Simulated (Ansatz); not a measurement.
GaN, DFT, PBEsol, all-electron LAPW, scalar-relativistic (Ansatz 0.2.0), run on 1 thread of Intel(R) Xeon(R) 6975P-C (Granite Rapids) on a shared host.

The cell comes from COD entry 1536825, which wasn't checked; take it as a given geometry. The listed cell was then made from it by scaling, straining or moving an atom.

Command: `ansatz run input.yaml --threads 1 --pin off --max-ram 3072MiB --backend cpu --events-out ev --progress --plain --runs-dir out`

```yaml
crystal:
  lattice:
    - [0.0, 1.99911965, 1.99911965]
    - [1.99911965, 0.0, 1.99911965]
    - [1.99911965, 1.99911965, 0.0]
  atoms:
    - { symbol: Ga, position: [0.5, 0.5, 0.5] }
    - { symbol: "N", position: [0.0, 0.0, 0.0] }
kpoints:
  mp_grid: { grid: [10, 10, 10] }
  band_path:
    path:
      - [0.0, 0.0, 0.0]
      - [0.5, 0.0, 0.5]
      - [0.625, 0.25, 0.625]
      - [0.375, 0.375, 0.75]
      - [0.0, 0.0, 0.0]
      - [0.5, 0.5, 0.5]
      - [0.5, 0.25, 0.75]
      - [0.5, 0.0, 0.5]
    npoints: 5
scf:
  occupations: { method: fermi_dirac, width: 0.02 }
hamiltonian:
  xc: pbesol
  pseudopotentials: { kind: all_electron, lapw: { basis_error: 0.00025 } }
output:
  forces: true
  stress: true
  eigenvalues: true
```

Q: How large is the problem that the program sets up?

A: 47 irreducible k-points, 339 plane waves at Γ, 18 bands.

Q: Estimate the wall time and the peak memory.

A: 6 s of wall time for 7 SCF iterations, with a peak of 0.36 GiB. Times on shared machines scatter by tens of per cent.
